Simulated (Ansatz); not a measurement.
PbTe (rocksalt structure)

**What was measured.** A measured cell of cubic PbTe (space group Fm-3m) at 120 K, from the Crystallography Open Database (1987, doi:10.1107/S0108270187091509), has a = 6.438 Å and 33.36 Å³/atom.

Level of theory: DFT, PBEsol, scalar-relativistic, no spin polarisation; plane waves to 420 eV with PAW datasets (Ansatz 0.2.0), 8×8×8 k-mesh, Gaussian smearing of 0.05 eV; PAW files: Ansatz's generated set soft_2.

```cif
data_structure
_symmetry_space_group_name_H-M 'Fm-3m'
_symmetry_Int_Tables_number 225
_cell_length_a 6.4430
_cell_length_b 6.4430
_cell_length_c 6.4430
_cell_angle_alpha 90.000
_cell_angle_beta 90.000
_cell_angle_gamma 90.000
_cell_volume 267.46
loop_
_atom_site_label
_atom_site_type_symbol
_atom_site_symmetry_multiplicity
_atom_site_Wyckoff_symbol
_atom_site_fract_x
_atom_site_fract_y
_atom_site_fract_z
_atom_site_occupancy
Pb1 Pb 4 b 0.50000 0.00000 0.00000 1
Te1 Te 4 a 0.00000 0.00000 0.00000 1
```

The start was a prototype's sites filled with these elements; the Crystallography Open Database holds the compound in this structure.

The cell above was scaled in volume, its shape and atoms being fixed by the lattice's symmetry. Energies are counted from the cell above.

Cell and atoms are those of this level's equilibrium.

```json
{"V (Å³/atom)": "32.096", "ΔE (meV/atom)": "8.09", "P from the stress (GPa)": "2.01"}
{"V (Å³/atom)": "32.764", "ΔE (meV/atom)": "1.95", "P from the stress (GPa)": "0.95"}
{"V (Å³/atom)": "33.433", "ΔE (meV/atom)": "0.00", "P from the stress (GPa)": "0.00"}
{"V (Å³/atom)": "34.102", "ΔE (meV/atom)": "1.81", "P from the stress (GPa)": "-0.85"}
{"V (Å³/atom)": "34.770", "ΔE (meV/atom)": "6.97", "P from the stress (GPa)": "-1.61"}
```

Problem. Do the energies and the pressures agree? Compare −ΔE/ΔV between neighbouring points (1 meV/Å³ = 0.1602 GPa) with the mean of their pressures.

Solution. 
| interval (Å³/atom) | −ΔE/ΔV (GPa) | mean P (GPa) |
| --- | --- | --- |
| 32.10 to 32.76 | 1.5 | 1.5 |
| 32.76 to 33.43 | 0.5 | 0.5 |
| 33.43 to 34.10 | -0.4 | -0.4 |
| 34.10 to 34.77 | -1.2 | -1.2 |
They differ by 0.01 GPa at most.

Problem. What do the two routes give for V0, B0 and B0′?

Solution. A third-order Birch–Murnaghan fit of the energies: V0 = 33.43 Å³/atom, B0 = 45 GPa, B0′ = 4.6. A polynomial of P in ln V, with B = −dP/d ln V at P = 0: V0 = 33.43 Å³/atom, B0 = 45 GPa, B0′ = 4.6.

B0·V0 = 44.9 GPa × 33.43 Å³ = 9.37 eV/atom sets the scale: near the minimum ΔE ≈ ½ B0 V0 x², with x = V/V0 − 1, and a pressure of 0.4 GPa squeezes the volume by about 1 %. At the ends of the curve: x = −4.0 % predicts 7.5 meV/atom and the run gives 8.1; x = +4.0 % predicts 7.5 meV/atom and the run gives 7.0. The curve is steeper than the parabola on the compressed side and flatter on the expanded side: the bulk modulus rises with pressure.

**Comparison.** The computed cell (6.443 Å, 33.43 Å³/atom) differs from the database's by +0.2 % in volume, about +0.1 % in length. Agreement this close is partly luck: the calculation is for a static lattice, the crystal has zero-point motion and thermal expansion.

No spin–orbit coupling, a notable omission for heavy elements.
